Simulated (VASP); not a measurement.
# Si (P6_3/mmc) in VASP: a series of runs, part 2 of 2

VASP 6.6.1. Earlier steps stand in the parts before.

## 3. Single point, PBEsol

This run uses another cell than the first one, of 12.35 Å³/atom, 0.880 times its volume.

File INCAR:

```
  PREC = Accurate
  ENCUT = 520
  EDIFF = 1E-7
  ISMEAR = -1
  SIGMA = 0.1
  LREAL = False
  LASPH = True
  NELM = 100
  ALGO = Normal
  ISIF = 2
  LWAVE = False
  LCHARG = False
  GGA = PS
  NBANDS = 16
```

File KPOINTS:

```
regular mesh
0
Gamma
  15 15 4
```

File POSCAR:

```
Si
1.0
    2.5818586711      0.0000000000      0.0000000000
   -1.2909293355      2.2359551981      0.0000000000
    0.0000000000      0.0000000000      8.5592235006
Si
4
Direct
    0.0000000000      0.0000000000      1.0000000000
    0.0000000000      0.0000000000      0.5000000000
    0.3333333333      0.6666666667      0.2500000000
    0.6666666667      0.3333333333      0.7500000000
```

Potentials or basis: VASP PAW PBE potentials, release 64 (Si).

Command:

```console
$ cat potpaw_PBE.64/Si/POTCAR > POTCAR
$ mpirun -np 1 vasp_std > vasp.out
```

It took 27 s on 1 thread of AMD EPYC 9R45 (Zen 5), shared host; peak memory 0.15 GiB.

Results (log left out):

```yaml
Free_energy: -21.1359 eV
Pressure: 15.7 GPa
Band_gap_on_the_k_mesh: none (metal or under the smearing width)
```

Stress tensor (GPa, compression positive):
```
14.64  0.00  0.00
 0.00 14.64  0.00
 0.00  0.00 17.83
```

Levels at points of the mesh, in eV from the Fermi level:
| k point | band 4 | band 5 | band 6 | band 7 | band 8 | band 9 | band 10 | band 11 | band 12 | band 13 |
| --- | --- | --- | --- | --- | --- | --- | --- | --- | --- | --- |
| (0.00, 0.00, 0.00) | -8.32 | -8.10 | 1.09 | 1.09 | 9.84 | 9.84 | 10.27 | 10.27 | 11.46 | 11.46 |
| (0.00, 0.00, 0.50) | -11.58 | -3.96 | -3.96 | 6.77 | 6.77 | 10.16 | 10.16 | 10.16 | 10.16 | 10.97 |

Caveat: so large a pressure means that the cell lies far from this level's equilibrium, or that cutoff or potentials fall short; the potentials were made for another functional, which shifts forces and pressure.

## 4. Single point, PBEsol

This run uses another cell than the first one, of 14.60 Å³/atom, 1.040 times its volume.

File INCAR:

```
SYSTEM = Si
PREC     = Accurate       ! precision mode
ENCUT    = 520            ! plane-wave cutoff, eV
EDIFF    = 1E-6           ! SCF threshold, eV
ISMEAR   = -1             ! smearing method
SIGMA    = 0.1            ! smearing width, eV
LREAL    = .FALSE.        ! projectors in reciprocal space
LASPH    = .TRUE.         ! aspherical terms in the spheres
NELM     = 80             ! most SCF steps
ALGO     = Fast           ! electronic algorithm
ISIF     = 2              ! what is computed and relaxed
LWAVE    = .FALSE.        ! write WAVECAR
LCHARG   = .FALSE.        ! write CHGCAR
GGA      = PS             ! functional
NBANDS   = 16             ! bands
```

File KPOINTS:

```
regular mesh
0
G
  15 15 4
  0 0 0
```

File POSCAR:

```
Si
1.0
    2.7297069240      0.0000000000      0.0000000000
   -1.3648534620      2.3639955411      0.0000000000
    0.0000000000      0.0000000000      9.0493611891
Si
4
Direct
    0.0000000000      0.0000000000      1.0000000000
    0.0000000000      0.0000000000      0.5000000000
    0.3333333333      0.6666666667      0.2500000000
    0.6666666667      0.3333333333      0.7500000000
```

Command:

```console
$ cat potpaw_PBE.64/Si/POTCAR > POTCAR
$ mpirun -np 1 vasp_std > vasp.out
```

Run time: 34 s. Hardware: 1 thread of AMD EPYC 9R45 (Zen 5), shared host; peak memory 0.16 GiB.

Results (log left out):

```yaml
Free_energy: -21.4082 eV
Pressure: -3.3 GPa
Band_gap_on_the_k_mesh: none (metal or under the smearing width)
```

Stress tensor (GPa, compression positive):
```
-4.02  0.00  0.00
 0.00 -4.02  0.00
 0.00  0.00 -1.95
```

Levels at points of the mesh, in eV from the Fermi level:
| k point | band 6 | band 7 | band 8 | band 9 | band 10 | band 11 |
| --- | --- | --- | --- | --- | --- | --- |
| (0.00, 0.00, 0.00) | 1.02 | 1.02 | 8.45 | 8.45 | 9.01 | 9.01 |
| (0.00, 0.00, 0.50) | -3.51 | 6.12 | 6.12 | 8.71 | 8.71 | 8.71 |

Caveat: the PAW data sets were made with another functional, which shifts forces and pressure a little.

## 5. Single point, PBEsol

This run uses another cell than the first one, of 12.91 Å³/atom, 0.920 times its volume.

File INCAR:

```
SYSTEM = Si
PREC     = Accurate       ! precision mode
ENCUT    = 520            ! plane-wave cutoff, eV
EDIFF    = 1E-6           ! SCF threshold, eV
ISMEAR   = -1             ! smearing method
SIGMA    = 0.1            ! smearing width, eV
LREAL    = .FALSE.        ! projectors in reciprocal space
LASPH    = .TRUE.         ! aspherical terms in the spheres
NELM     = 100            ! most SCF steps
ALGO     = Normal         ! electronic algorithm
ISIF     = 2              ! what is computed and relaxed
LWAVE    = .FALSE.        ! write WAVECAR
LCHARG   = .TRUE.         ! write CHGCAR
GGA      = PS             ! functional
LELF     = .TRUE.         ! ELF
LVHAR    = .TRUE.       
NBANDS   = 16             ! bands
```

KPOINTS is that of step 4.

File POSCAR:

```
Si
1.0
    2.6203995572      0.0000000000      0.0000000000
   -1.3101997786      2.2693325846      0.0000000000
    0.0000000000      0.0000000000      8.6869919420
Si
4
Direct
    0.0000000000      0.0000000000      1.0000000000
    0.0000000000      0.0000000000      0.5000000000
    0.3333333333      0.6666666667      0.2500000000
    0.6666666667      0.3333333333      0.7500000000
```

Command:

```console
$ cat potpaw_PBE.64/Si/POTCAR > POTCAR
$ mpirun -np 1 vasp_std > vasp.out
```

It took 30 s on 1 thread of AMD EPYC 9R45 (Zen 5), shared host; peak memory 0.16 GiB.

Results (log left out):

| Quantity | Value |
| --- | --- |
| Free energy | -21.3098 eV |
| Pressure | 9.3 GPa |
| Band gap on the k mesh | none (metal or under the smearing width) |

Stress tensor (GPa, compression positive):
```
 8.28  0.00  0.00
 0.00  8.28  0.00
 0.00  0.00 11.37
```

Levels at points of the mesh, in eV from the Fermi level:
| k point | band 4 | band 5 | band 6 | band 7 | band 8 | band 9 | band 10 | band 11 | band 12 | band 13 |
| --- | --- | --- | --- | --- | --- | --- | --- | --- | --- | --- |
| (0.00, 0.00, 0.00) | -8.16 | -7.78 | 1.07 | 1.07 | 9.47 | 9.47 | 9.94 | 9.94 | 10.96 | 10.96 |
| (0.00, 0.00, 0.50) | -11.25 | -3.84 | -3.84 | 6.60 | 6.60 | 9.77 | 9.77 | 9.77 | 9.77 | 10.70 |

Caveat: the PAW data sets were made with another functional, which shifts forces and pressure a little.

## 6. The runs side by side

| cell | k mesh | gap on the mesh (eV) | pressure (GPa) |
| --- | --- | --- | --- |
| P6_3/mmc, 14.04 Å³/atom | 18 × 18 × 5 | none | 0.0 |
| P6_3/mmc, 12.35 Å³/atom | 15 × 15 × 4 | none | 15.7 |
| P6_3/mmc, 14.6 Å³/atom | 15 × 15 × 4 | none | -3.3 |
| P6_3/mmc, 12.91 Å³/atom | 15 × 15 × 4 | none | 9.3 |

Alike in all rows: task single point; level PBEsol; potentials or basis VASP PAW PBE potentials, release 64 (Si); no spin polarisation; cutoff (eV) 520; smearing fermi-dirac 0.1 eV.

Every run on the cell as given and a fine mesh finds a metal.

Caveats: the PAW data sets were made with another functional, which shifts forces and pressure a little (some runs); so large a pressure means that the cell lies far from this level's equilibrium, or that cutoff or potentials fall short (some runs); the potentials were made for another functional, which shifts forces and pressure (some runs).

Absolute energies hang on the potentials; compare differences alone.
